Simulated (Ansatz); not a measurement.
BAs, space group F-43m, a convergence test of the plane-wave cutoff

Program: Ansatz 0.2.0 through its Python package.

Interactive session:
```pycon
>>> import warnings
>>> import ansatz as az
>>> import numpy as np
>>> import pandas as pd
>>> XC = "PBEsol"
>>> KMESH = (8, 8, 8)
>>> SIGMA = 0.05
>>> warnings.simplefilter("ignore", az.DeckWarning)
>>> vectors = np.array([
...     [0.0, 2.3885, 2.3885],
...     [2.3885, 0.0, 2.3885],
...     [2.3885, 2.3885, 0.0],
... ])
>>> system = (
...     az.Lattice.of(vectors)
...     .atom("B", (0.0, 0.0, 0.0))
...     .atom("As", (0.25, 0.25, 0.25))
... )
>>> len(system.resolved().sites)
2
>>> calculation = (
...     system.calculation()
...     .functional(XC)
...     .kpoints(mesh=KMESH)
...     .occupations(az.OccupationsMethod.METHFESSEL_PAXTON, width=SIGMA)
... )
>>> rows = []
>>> for value in [300, 350, 400, 450, 500, 550]:
...     summary = calculation.basis(value).run(threads=1).report
...     rows.append((value, summary["free_energy_ev"] / len(summary["lattice"]["sites"]), summary["n_iterations"], summary["n_pw"]))
...
>>> table = pd.DataFrame(rows, columns=["cutoff (eV)", "F/atom (eV)", "iterations", "plane waves"])
>>> table.round(5)
   cutoff (eV)  F/atom (eV)  iterations  plane waves
0          300  -2482.82524           5          331
1          350  -2482.87338           5          411
2          400  -2482.88152           5          531
3          450  -2482.88290           5          609
4          500  -2482.88322           5          701
5          550  -2482.88334           5          821
>>> for row in rows[:-1]:
...     shift = 1000 * (row[1] - rows[-1][1])
...     print(f"{row[0]}: {shift:+.2f} meV/atom" + ("  (within 1 meV)" if abs(shift) < 1 else ""))
...
300: +58.10 meV/atom
350: +9.95 meV/atom
400: +1.82 meV/atom
450: +0.43 meV/atom  (within 1 meV)
500: +0.11 meV/atom  (within 1 meV)
```

From 450 eV on it stays within 1 meV an atom of the value at 550 eV; the first row (300 eV) is off by 58.1 meV and the last but one by 0.11 meV. The energy falls steadily, as expected when plane waves are added.

Reading the output:
- The structure is a deposited one; some such entries were measured under pressure or heat, so a shift against it needn't be the functional's error alone.
- Shifts are counted from the last row, which is itself no proven limit.
- The script silences the warnings on its input, which a real study should read.
- It ran for 3.7 s on 1 thread of Intel(R) Xeon(R) 6975P-C (Granite Rapids) (shared host), peak memory 0.42 GiB.
